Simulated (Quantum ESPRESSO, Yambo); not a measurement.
# Quasiparticle gap of CdSe (F-43m) in Yambo, part 2 of 3

How does a plane-wave GW calculation on CdSe (F-43m) run from the first input to the gap?

Quantum ESPRESSO 7.5 and Yambo 5.3.0; PBE and many-body steps on it, plane waves. Known limits of the many-body steps: not at the basis limit; no spin-orbit coupling; coarse k mesh.

So far. Step 2 (Ground state): The gap is direct, at Γ. Step 3 (Bands along the symmetry lines): The gap is 0.643 eV, as in the run before at this level.

### Step 4. Empty states on the mesh, 4×4×4 mesh, 103 bands

Level of this step: DFT, PBE, plane waves, norm-conserving pseudopotentials (Quantum ESPRESSO).

The sums over transitions need many empty states on a uniform mesh; this step solves for them.

The input, pw.in:

```
&control
  calculation = 'nscf'
  prefix = 'x'
  outdir = 'o'
  pseudo_dir = 'pseudo'
/
&system
  ibrav = 0
  nat = 2
  ntyp = 2
  ecutwfc = 104.0
  nbnd = 103
  force_symmorphic = .true.
/
&electrons
  conv_thr = 1e-9
  electron_maxstep = 80
  diago_full_acc = .true.
  diago_thr_init = 5e-6
/
ATOMIC_SPECIES
  Cd 112.41 Cd.upf
  Se 78.971 Se.upf
CELL_PARAMETERS angstrom
  -0.0000000000 3.0250000000 3.0250000000
  3.0250000000 0.0000000000 3.0250000000
  3.0250000000 3.0250000000 -0.0000000000
ATOMIC_POSITIONS crystal
  Cd 0.0000000000 0.0000000000 0.0000000000
  Se 0.7500000000 0.7500000000 0.7500000000
K_POINTS automatic
  4 4 4 0 0 0
```

Run with:

```console
> OMP_NUM_THREADS=1 mpirun -n 4 pw.x -nk 4 -in pw.in > pw.out
```

What it wrote:

```text
[banner, memory and clock lines left out]
Program PWSCF v.7.5 starts

     Atomic positions and unit cell read from directory:
     o/x.save/

     Message from routine setup:
     using ibrav=0 with symmetry is DISCOURAGED, use correct ibrav instead

     G-vector sticks info

     bravais-lattice index     =            0
     lattice parameter (alat)  =       8.0842  a.u.
     unit-cell volume          =     373.5964 (a.u.)^3
     number of atoms/cell      =            2
     number of atomic types    =            2
     number of electrons       =        44.00
     number of Kohn-Sham states=          103
     kinetic-energy cutoff     =     104.0000  Ry
     charge density cutoff     =     416.0000  Ry
     Exchange-correlation= PBE
                           (   1   4   3   4   0   0   0)

     celldm(1)=   8.084241  celldm(2)=   0.000000  celldm(3)=   0.000000
     celldm(4)=   0.000000  celldm(5)=   0.000000  celldm(6)=   0.000000

     crystal axes: (cart. coord. in units of alat)
               a(1) = (  -0.000000   0.707107   0.707107 )
               a(2) = (   0.707107   0.000000   0.707107 )
               a(3) = (   0.707107   0.707107  -0.000000 )

     reciprocal axes: (cart. coord. in units 2 pi/alat)
               b(1) = ( -0.707107  0.707107  0.707107 )
               b(2) = (  0.707107 -0.707107  0.707107 )
               b(3) = (  0.707107  0.707107 -0.707107 )
     Pseudo is Norm-conserving + core correction, Zval = 20.0
     Generated using ONCVPSP code by D. R. Hamann
     Using radial grid of 1368 points,  6 beta functions with:
     Pseudo is Norm-conserving + core correction, Zval = 24.0
     Generated using ONCVPSP code by D. R. Hamann
     Using radial grid of 1214 points,  6 beta functions with:
     Cd               20.00   112.41000     Cd( 1.00)
     Se               24.00    78.97100     Se( 1.00)

     24 Sym. Ops. (no inversion) found

   Cartesian axes

     site n.     atom                  positions (alat units)
         1        Cd     tau(   1) = (   0.0000000   0.0000000   0.0000000  )
         2        Se     tau(   2) = (   1.0606602   1.0606602   1.0606602  )

     number of k points=     8
                       cart. coord. in units 2pi/alat
        k(    1) = (   0.0000000   0.0000000   0.0000000), wk =   0.0312500
        k(    2) = (   0.1767767   0.1767767  -0.1767767), wk =   0.2500000
        k(    3) = (  -0.3535534  -0.3535534   0.3535534), wk =   0.1250000
[...]
k(    7) = (  -0.7071068   0.0000000   0.0000000), wk =   0.0937500
        k(    8) = (  -0.7071068   0.3535534   0.0000000), wk =   0.1875000

     Dense  grid:    53497 G-vectors     FFT dimensions: (  54,  54,  54)

     The potential is recalculated from file :
     o/x.save/charge-density

     Starting wfcs are   23 randomized atomic wfcs +   80 random wfcs

     Band Structure Calculation

     End of band structure calculation

          k = 0.0000 0.0000 0.0000 (  6735 PWs)   bands (ev):

  -198.7240-138.2021-138.2021-138.2021 -93.3810 -54.4430 -54.4430 -54.4430
   -38.3759 -38.3759 -38.3759 -38.3722 -38.3722  -4.3449   0.3513   0.3513
     0.3513   0.7425   0.7425   8.3376   8.3376   8.3376   8.9804  14.2838
    14.2838  14.2838  18.2020  19.5140  19.5140  20.4439  20.4439  20.4439
[...]
75.6923  75.6923  76.6159  76.6159  76.6159  78.1624  78.1624

          k = 0.1768 0.1768-0.1768 (  6684 PWs)   bands (ev):

  -198.7240-138.2021-138.2021-138.2021 -93.3810 -54.4432 -54.4431 -54.4431
[...]
74.2199  75.4674  75.4674  75.9241  76.3429  76.3429  78.3572

          k =-0.3536-0.3536 0.3536 (  6658 PWs)   bands (ev):

  -198.7240-138.2021-138.2021-138.2021 -93.3810 -54.4433 -54.4431 -54.4431
[...]
62.7493  62.7493  64.6831  65.0478  65.0478  65.7088  65.7088  66.2257
    66.6968  66.6968  67.7723  70.9125  70.9986  70.9986  72.7041  73.8598
    73.8598  74.4972  74.6418  74.8897  74.8897  76.9366  78.4210

          k = 0.3536 0.0000 0.0000 (  6715 PWs)   bands (ev):

     [... further k-points ...]

     highest occupied, lowest unoccupied level (ev):     8.3376    8.9804

     XML data file, pseudopotentials, collected wavefunctions
```

Elapsed: 24 s, on 4 MPI ranks of AMD EPYC 7571, shared host; peak memory 0.5 GiB.

This step gave:

```yaml
gap: 0.6428 eV
k_of_the_valence_top: 0, 0, 0
k_of_the_conduction_bottom: 0, 0, 0
least_direct_gap: 0.6428 eV
k_points_computed: 8
lowest_point_of_the_top_converged_band_above_the_valence_top: 67.1944 eV
```

On this mesh the gap is 0.643 eV.

### Step 5. Conversion and set-up

This step: Yambo 5.3.0; conversion and set-up on PBE, plane waves, norm-conserving pseudopotentials.

The states are converted to the many-body program's format and the q mesh is built.

Run with:

```console
> (cd o/x.save; p2y > p2y.log; mv SAVE ../..); yambo > setup.log
```

What it wrote:

```text
 Yambo, version 5.3.0

 [02] CORE Variables Setup
 =========================

  [02.01] Unit cells
  ==================

  Cell kind             :  FCC
  Atoms in the cell     :  Cd  Se
  number of Cd atoms    :  1
  number of Se atoms    :  1

  List of atomic masses
  Mass of Cd    :  112.4100
  Mass of Se    :  78.97100

  List of atomic coordinates    : [cc]
  Cd1       :  0.000000  0.000000  0.000000  order 1
  Se1       :  8.574632  8.574632  8.574632  order 2

  Alat factors          :  5.716422  5.716422  5.716422 [a.u.]
  Direct lattice volume :  373.5964 [a.u.]
  Direct lattice vectors:  A[ 1 ]  A[ 2 ]  A[ 3 ]
   A[ 1 ]: -0.000000  1.000000  1.000000  [iru]
  -0.000000  5.716422  5.716422  [cc]
   A[ 2 ]:  1.000000  0.000000  1.000000  [iru]
   5.716422  0.000000  5.716422  [cc]
   A[ 3 ]:  1.000000  1.000000 -0.000000  [iru]
   5.716422  5.716422 -0.000000  [cc]

  Recip. lattice volume :  0.663952 [a.u.]
  Recip. lattice vectors:  B[ 1 ]  B[ 2 ]  B[ 3 ]
   B[ 1 ]: -0.500000  0.500000  0.500000  [iku]
  -0.549573  0.549573  0.549573  [cc]
   B[ 2 ]:  0.500000 -0.500000  0.500000  [iku]
   0.549573 -0.549573  0.549573  [cc]
   B[ 3 ]:  0.500000  0.500000 -0.500000  [iku]
   0.549573  0.549573 -0.549573  [cc]

  [02.02] Symmetries
  ==================

  Inversion symmetry    : yes
  Spatial inversion     : no
  Inversion index       :  25
  K-space Time-reversal : yes
  Magnetic symmetries   : no
  Time-reversal derived K-space symmetries:   25   48
  Group table correct   : yes
  Symmetries units      :  [cc]

   [S  1]:   1.0000     -0.30397E-16 -0.30397E-16 -0.30397E-16   1.0000      0.30397E-16  0.30397E-16  0.30397E-16   1.0000
   [S  2]:  -1.0000      0.30397E-16 -0.30397E-16  0.30397E-16  -1.0000      0.30397E-16 -0.30397E-16 -0.30397E-16   1.0000
   [S  3]:  -1.0000     -0.30397E-16  0.30397E-16  0.30397E-16   1.0000     -0.30397E-16 -0.30397E-16  0.30397E-16  -1.0000
[...]
[S  9]: -0.30397E-16   1.0000     -0.30397E-16  0.30397E-16 -0.30397E-16   1.0000       1.0000      0.30397E-16  0.30397E-16
   [S 10]: -0.30397E-16  -1.0000      0.30397E-16  0.30397E-16  0.30397E-16  -1.0000       1.0000     -0.30397E-16 -0.30397E-16
     [... 36 further rows ...]
   [S*47]:   1.0000     -0.30397E-16  0.30397E-16 -0.30397E-16  0.30397E-16  -1.0000      0.30397E-16   1.0000     -0.30397E-16
   [S*48]:   1.0000      0.30397E-16 -0.30397E-16 -0.30397E-16 -0.30397E-16   1.0000      0.30397E-16  -1.0000      0.30397E-16

  [02.03] Reciprocal space
  ========================

  nG shells         :   462
  nG charge         :   53497
  nG WFs            :   7773
  nC WFs            :   6735
  G-vecs. in first 46 shells:  [ Number ]
     1    9   15   27   51   59   65   89  113
    137   169   181   229   259   283   307   331   339
    387   411   459   531   537   561   609   645   701
[...]
1639
  ...
[...]
K/Q-points units:
  rlu = crystal or reduced units; cc = cartesian coordinates; iku = interal k-units

  K [1]          [rlu]:  0.000000  0.000000  0.000000
         WF components:   6735
  K [2]          [rlu]:  0.16337E-16 -0.11418E-16  0.25000
         WF components:   6684
  K [3]          [rlu]: -0.32675E-16  0.22836E-16 -0.50000
         WF components:   6658
  K [4]          [rlu]:  0.77583E-17  0.25000      0.25000
         WF components:   6715
  K [5]          [rlu]:  0.90027E-17  0.25000     -0.50000
         WF components:   6712
  [... 2 further k-points ...]
  K [8]          [rlu]:  0.250000 -0.500000 -0.250000
         WF components:   6688

  [02.05] Energies & Occupations
  ==============================

  [X] === General ===
  [X] Electronic Temperature                        :  0.000000  0.000000 [eV K]
  [X] Bosonic    Temperature                        :  0.000000  0.000000 [eV K]
  [X] Finite Temperature mode                       : no
  [X] El. density                                   :  0.79478E+24 [cm-3]
  [X] Fermi Level                                   :  8.337628 [eV]

  [X] === Gaps and Widths ===
  [X] Conduction Band Min                           :  0.642755 [eV]
  [X] Valence Band Max                              :  0.000000 [eV]
  [X] Filled Bands                                  :  22
  [X] Empty Bands                                   :   23  103
  [X] Direct Gap                                    :  0.642755 [eV]
  [X] Direct Gap localized at k                     :  1
  [X] Indirect Gap                                  :  0.642755 [eV]
  [X] Indirect Gap between kpts                     :  1  1
  [X] Last valence band width                       :  2.274404 [eV]
  [X] 1st conduction band width                     :  4.462916 [eV]

  E @ K [1]:  [eV]
  -207.0616 -146.5397 -146.5397 -146.5397 -101.7187  -62.7807  -62.7807  -62.7807
  -46.71355 -46.71355 -46.71355 -46.70980 -46.70980 -12.68252  -7.98634  -7.98634
   -7.98634     -7.59515     -7.59515    -0.931407E-8 -0.398512E-8   0.00000     0.642755      5.94618
[...]
occ @ K [1]
[...]
E @ K [2]:  [eV]
[...]
occ @ K [2]
[...]
E @ K [3]:  [eV]
[...]
occ @ K [3]
[...]
E @ K [4]:  [eV]
[...]
occ @ K [4]
[...]
E @ K [5]:  [eV]
[...]
occ @ K [5]
[...]
[... 2 further k-points ...]
  E @ K [8]:  [eV]
[...]
occ @ K [8]
[...]
0.000000  0.000000  0.000000  0.000000  0.000000  0.000000  0.000000  0.000000
   0.000000  0.000000  0.000000  0.000000  0.000000  0.000000  0.000000  0.000000

 [03] Transferred momenta grid and indexing
 ==========================================

 IBZ Q-points                                      :   8
 BZ  Q-points                                      :   64

 K/Q-points units:
 rlu = crystal or reduced units; cc = cartesian coordinates; iku = interal k-units

 Q [1]          [rlu]:  0.000000  0.000000  0.000000
 Q [2]          [rlu]: -0.89146E-17 -0.89146E-17  0.25000
 Q [3]          [rlu]:  0.17829E-16  0.17829E-16 -0.50000
[...]
Q [7]          [rlu]: -0.15517E-16 -0.50000     -0.50000
 Q [8]          [rlu]:  0.250000 -0.500000 -0.250000

  [03.01] X indexes
  =================

   [03.01.01] Sigma indexes
   ========================

 [06] Game Over & Game summary
```

Wall time 6.9 s (1 MPI rank); peak memory 0.26 GiB.

(Part 2 of 3 ends here.)

[Paths, hosts, dates, memory and timing lines, banners, echoed tables and standing remarks are left out of the program output.]

[Logs are printed without paths, hosts, clocks, repeated set-up lines and the standing remarks that a program may print on its own settings, such as how far it seeks lower states.]

[Runs of the session that timed out or met a known fault of the program may be left out.]

[Hosts, paths, dates, database ids (printed as entryN), source tags and the programs' standing remarks are cut or masked in the printed files.]
